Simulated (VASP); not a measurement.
Input of a VASP 6.6.1 run:

POSCAR

```
Li2O
1.0
    0.0000000000      2.2863684517      2.2863684517
    2.2863684517      0.0000000000      2.2863684517
    2.2863684517      2.2863684517      0.0000000000
O Li
1 2
Direct
    0.0000000000      0.0000000000      0.0000000000
    0.2500000000      0.2500000000      0.2500000000
    0.7500000000      0.7500000000      0.7500000000
```

The input INCAR.step1:

```
PREC = Accurate
ENCUT = 520
EDIFF = 1E-5
ISMEAR = 0
SIGMA = 0.01
LREAL = F
LASPH = T
NELM = 100
ALGO = Normal
ISIF = 2
LWAVE = T
LCHARG = F
NBANDS = 13
GGA = PE
```

The input INCAR.step2:

```
PREC = Accurate
ENCUT = 520
EDIFF = 1E-6
ISMEAR = 0
SIGMA = 0.01
LREAL = F
LASPH = T
NELM = 100
ALGO = Normal
ISIF = 2
LWAVE = F
LCHARG = F
GGA = PE
LHFCALC = T
HFSCREEN = 0.2079
PRECFOCK = Normal
NBANDS = 13
ISTART = 1
```

File KPOINTS:

```
regular mesh
0
Gamma
  4 4 4
```

Potentials or basis: VASP PAW PBE potentials, release 64 (O, Li_sv).

Run with:

```bash
$ cat potpaw_PBE.64/O/POTCAR potpaw_PBE.64/Li_sv/POTCAR > POTCAR
$ cp INCAR.step1 INCAR
$ mpirun -np 1 vasp_std > vasp.out
$ cp INCAR.step2 INCAR
$ mpirun -np 1 vasp_std > vasp.out
```

Question: Predict the band gap on the k mesh.

Answer: 6.64 eV, indirect (least direct gap 7.16 eV).

Caveat: the k mesh is coarse (spacing up to 0.59 Å⁻¹), so the values aren't converged, least of all with exact exchange. A k mesh can miss the band edges.
